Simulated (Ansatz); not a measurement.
Runs of Ansatz 0.2.0 on Ag. The cell holds a slab with vacuum, 6 atoms: a = 2.930 Å, b = 2.930 Å, c = 26.975 Å, α = 90.00°, β = 90.00°, γ = 120.00°. The slab is cut from a database's or a generator's crystal, which needn't be the stable form of the element.

```csv
level,cutoff (eV),gap on the mesh (eV),largest force (eV/Å),work function (eV)
LDA,420,none,(b),4.92
RPBE,420,none,0.19,4.29
PBEsol,420,none,0.30,(d)
PBE,420,none,0.05,(a)
BLYP,420,none,0.33,4.30
r2SCAN,500,none,0.13,(c)
revPBE,420,none,0.14,4.32
```

Alike in all rows: task projected density of states; potentials or basis Ansatz PAW; no spin polarisation; cell the (0 0 1) slab of Ag, cut from the database cell, not relaxed; k mesh 10 × 10 × 1; smearing fermi-dirac 0.05 eV.

Q: Estimate the missing entries.

A: (a) 4.50; (b) 0.50; (c) 4.46; (d) 4.62.

Caveats: the density of states is complete only up to the lowest level of the last band computed; the PAW data sets come from PBE, with cores solved anew for the run's functional, which leaves a small shift of forces and pressure (some runs).

A k mesh can miss the band edges, and the runs leave out spin-orbit coupling on Ag.

A gap of «none» marks a metal or a gap under the smearing width.
